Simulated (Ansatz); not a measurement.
Crystal: GaAs.

```
CELL_PARAMETERS angstrom
0.00000 2.82685 2.82685
2.82685 0.00000 2.82685
2.82685 2.82685 0.00000
ATOMIC_POSITIONS crystal
As 0.75000 0.75000 0.75000
Ga 0.00000 0.00000 0.00000
```

Program: Ansatz 0.2.0. Alike in all runs: task band structure; potentials or basis Ansatz PAW; no spin polarisation; cell as given; k mesh 8 × 8 × 8; cutoff (eV) 420; smearing fermi-dirac 0.05 eV.

Problem. Order these runs on this cell by their pressure, lowest first.
A. level revPBE
B. level exchange-only PBE
C. level BPBE
D. level LDA

Solution. D (-1.9 GPa), C (3.1 GPa), A (4.7 GPa), B (13.0 GPa).

Caveats: the PAW data sets come from PBE, with cores solved anew for the run's functional, which leaves a small shift of forces and pressure.

Runs at the PBE level aren't shown here.
